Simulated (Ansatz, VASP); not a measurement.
This is a calculation of As for Ansatz 0.2.0.

File input.yaml:

```yaml
crystal:
  lattice:
    - [1.8681737204, 1.0785906003, 3.4904769752]
    - [-1.8681737204, 1.0785906003, 3.4904769752]
    - [0.0, -2.1571812007, 3.4904769752]
  atoms:
    - { symbol: As, position: [0.226, 0.226, 0.226] }
    - { symbol: As, position: [0.774, 0.774, 0.774] }
kpoints:
  mp_grid: { grid: [9, 9, 9] }
scf:
  occupations: { method: fermi_dirac, width: 0.05 }
hamiltonian:
  xc: pbe
  pseudopotentials: { kind: all_electron, lapw: { basis_error: 0.0005 } }
output:
  forces: true
  stress: true
  eigenvalues: true
```

Potentials or basis: all-electron LAPW, scalar-relativistic.

The run is started by

```sh
$ ansatz run input.yaml --threads 1 --pin off --max-ram 2560MiB --backend cpu --events-out ev --progress --plain --runs-dir out
```

Task: Translate it to VASP 6.6.1. Potentials there: VASP PAW PBE potentials, release 64 (As).

Result: As run (the cutoff follows the program's own potentials):

INCAR

```
SYSTEM = As
  PREC = Accurate
  ENCUT = 520
  EDIFF = 1E-6
  ISMEAR = -1
  SIGMA = 0.05
  LREAL = .False.
  LASPH = .True.
  NELM = 100
  ALGO = Normal
  ISIF = 2
  LWAVE = .False.
  LCHARG = .False.
  GGA = PE
  NBANDS = 12
```

The input KPOINTS:

```
regular mesh
0
Gamma
  9 9 9
  0 0 0
```

The input POSCAR:

```
As
1.0
    1.8681737204      1.0785906003      3.4904769752
   -1.8681737204      1.0785906003      3.4904769752
    0.0000000000     -2.1571812007      3.4904769752
As
2
Direct
    0.2260000000      0.2260000000      0.2260000000
    0.7740000000      0.7740000000      0.7740000000
```

Potentials or basis: VASP PAW PBE potentials, release 64 (As).

Command:

```console
$ cat potpaw_PBE.64/As/POTCAR > POTCAR
$ mpirun -np 1 vasp_std > vasp.out
```

Both were run:

|  | VASP | Ansatz | Ansatz less VASP |
| --- | --- | --- | --- |
| gap on the k mesh at the Fermi level (eV) | none | none | - |
| pressure (GPa) | 5.8 | 5.5 | -0.36 |
| largest component of the traceless stress (GPa) | 0.94 | 0.82 | -0.119 |
| rms of the force components (eV/Å) | 0.368 | 0.328 | -0.0398 |

Atom by atom the forces differ by 0.040 eV/Å (rms over components). A gap of «none» marks a metal or a gap that the smearing closes. Ansatz ran all-electron here, so the differences hold the error of VASP's frozen core and of both bases.
